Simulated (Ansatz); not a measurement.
# BaTe (P6_3/mmc, relaxed from a wurtzite start): other levels of theory at one geometry

An exercise on one series of results from a longer session: the logs are not shown, and one member is left open.

Program: Ansatz 0.2.0. Level of theory: DFT at several levels, plane waves, PAW. These are calculated values, not measurements.

1 further run of the same task is left out (it didn't finish). Runs told in other sessions of the task aren't counted.

### The structure to begin with

It takes space group P6_3/mmc (No. 194, hexagonal). The conventional cell has a = 5.970 Å, b = 5.970 Å, c = 7.002 Å, α = 90.00°, β = 90.00°, γ = 120.00°. Ba (site symmetry -6m2) has 5 Te at 3.45 to 3.50 Å in its first shell of neighbours. Te (site symmetry -6m2) is surrounded by 5 Ba at 3.45 to 3.50 Å.

Coordinates:

```cif
data_structure
_symmetry_space_group_name_H-M 'P 1'
_symmetry_Int_Tables_number 1
_cell_length_a 5.9702
_cell_length_b 5.9702
_cell_length_c 7.0024
_cell_angle_alpha 90.000
_cell_angle_beta 90.000
_cell_angle_gamma 120.000
_cell_volume 216.15
loop_
_atom_site_label
_atom_site_type_symbol
_atom_site_fract_x
_atom_site_fract_y
_atom_site_fract_z
_atom_site_occupancy
Ba1 Ba 0.66667 0.33333 0.06259 1
Ba2 Ba 0.33333 0.66667 0.56259 1
Te1 Te 0.66667 0.33333 0.56261 1
Te2 Te 0.33333 0.66667 0.06261 1
```

This cell comes from an earlier session at PBE: 54.038 Å³/atom at 0.02 GPa, on a 8×8×4 mesh, mesh gap 2.00 eV.

Levels to run: PBE+SOC; r²SCAN; PBEsol; LDA; HSE06. Hardware: 2 threads of Arm Neoverse V2, shared host.

Set-up of the first run:

Contents of input.yaml:

```yaml
crystal:
  lattice:
    - [5.9702102791, 0.0, 0.0]
    - [-2.9851051396, 5.1703537676, 0.0]
    - [0.0, 0.0, 7.0024277399]
  atoms:
    - { symbol: Ba, position: [0.6666666667, 0.3333333333, 0.0625865676] }
    - { symbol: Ba, position: [0.3333333333, 0.6666666667, 0.5625865676] }
    - { symbol: Te, position: [0.6666666667, 0.3333333333, 0.5626134324] }
    - { symbol: Te, position: [0.3333333333, 0.6666666667, 0.0626134324] }
basis:
  ecutwfc: 420
  ecutrho_ratio: 4
kpoints:
  mp_grid: { grid: [8, 8, 4] }
hamiltonian:
  xc: pbe
scf:
  occupations: { method: gaussian, width: 0.05 }
output:
  forces: true
  stress: true
  eigenvalues: true
  populations: true
  dos: { projected: true, de: 0.02 }
  write_density: true
  write_potential: true
  elf: true
  volumetric_format: npy
magnetization:
  noncollinear: true
  spin_orbit: true
```

Command:

```
ansatz run input.yaml --threads 2 --pin off --max-ram 2662MiB --backend cpu --events-out ev --progress --plain --runs-dir out
```

Among the steps run: PBE+SOC; r²SCAN; PBEsol; LDA; HSE06.

One table of the session follows, with a row left open; its other results are not shown here.

| level | gap on the mesh (eV) | pressure (GPa) |
| --- | --- | --- |
| PBE | 2.00 | 0.0 |
| LDA | ? | ? |
| PBEsol | 1.93 | -1.1 |
| PBE+SOC | 1.92 | 0.0 |
| r²SCAN | 2.35 | 0.0 |
| HSE06 | 2.82 | -0.2 |

Q: Estimate the row for LDA from the others.

As computed: gap on the mesh (eV): 1.87; pressure (GPa): -1.8. In the column «gap on the mesh (eV)» it is the lowest.

The pressure runs from -1.8 GPa (LDA) to 0.0 GPa (PBE); a negative pressure means that level wants a smaller cell, a positive one a larger cell. The gap is widest with HSE06 (2.82 eV) and narrowest with LDA (1.87 eV). Total energies of different levels have different zeros and can't be compared.

Caveats from the session: Warnings in the runs' records: stress exchange threshold loose, stress scf threshold loose.
